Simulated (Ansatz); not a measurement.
Theory: Ansatz, DFT PBE, scalar-relativistic, plane waves, PAW. All cells share a 420 eV cutoff and Γ-centred k meshes spaced at most about 0.3 Å⁻¹ (about 0.25 or finer for metals, 2π included). No spin polarisation.

Each guess is relaxed in cell and atoms at zero pressure, on a coarse mesh first where it starts far from rest and then on a converged one. The steps can't lower the symmetry of the start, but it can rise. Energies are static (0 K, no zero-point motion).

Two unrelaxed guesses for CdTe₄:

A.

```xyz
5
Lattice="-2.7187 2.7187 5.1404 2.7187 -2.7187 5.1404 2.7187 2.7187 -5.1404" Properties=species:S:1:pos:R:3 pbc="T T T"
Cd    0.0000    0.0000    0.0000
Te    0.0000    0.0000    2.5188
Te    0.0000    0.0000    7.7620
Te    0.0000    2.7187    0.0000
Te    2.7187    0.0000    0.0000
```

B.

```xyz
5
Lattice="0.0000 4.7648 4.7648 4.7648 0.0000 4.7648 4.7648 4.7648 0.0000" Properties=species:S:1:pos:R:3 pbc="T T T"
Cd    0.0000    0.0000    0.0000
Te    1.1436    3.6213    3.6213
Te    1.1436    1.1436    1.1436
Te    3.6213    1.1436    3.6213
Te    3.6213    3.6213    1.1436
```

**Question.** Which guess leads to the lower structure, and by how much?

**Answer.** A ends lower, by 0.36 eV/atom. A: I4/mmm at 30.4 Å³/atom → I4/mmm at 31.5 Å³/atom; B: F-43m at 43.3 Å³/atom → F-43m at 65.6 Å³/atom. Counting Te atoms around Cd (those within 1.25 times the shortest such distance or 1.15 times the sum of covalent radii), the end of A has Cd 6 and the end of B has Cd 4. The end of A holds Te–Te pairs (shortest 3.03 Å); in the end of B the shortest Te–Te distance is 3.16 Å, near bonding range too. End of A. Conventional cell: a = 5.865 Å, c = 9.170 Å. Cd has 6 Te at 2.93–3.07 Å; around Te on a site of symmetry 4mm lie 1 Te at 3.03 Å, 1 Cd at 3.07 Å and 4 Te at 3.30 Å; Te on a site of symmetry mmm has 2 Cd at 2.93 Å and 4 Te at 3.30 Å. End of B. Conventional cell: a = 10.950 Å. Cd has 4 Te at 2.80 Å; Te has 1 Cd at 2.80 Å and 3 Te at 3.16 Å.

Ends held by symmetry can be saddle points. Neither end is the lowest form computed: that has space group P4/mmm (No. 123) and lies 89 meV/atom below the better end. Even the lowest of the cells shown lies +0.14 eV/atom against the elements. Spin–orbit coupling, which can matter for Te, is left out. Some structure types and database cells were kept out of the candidates from the start, so a known form may be missing.
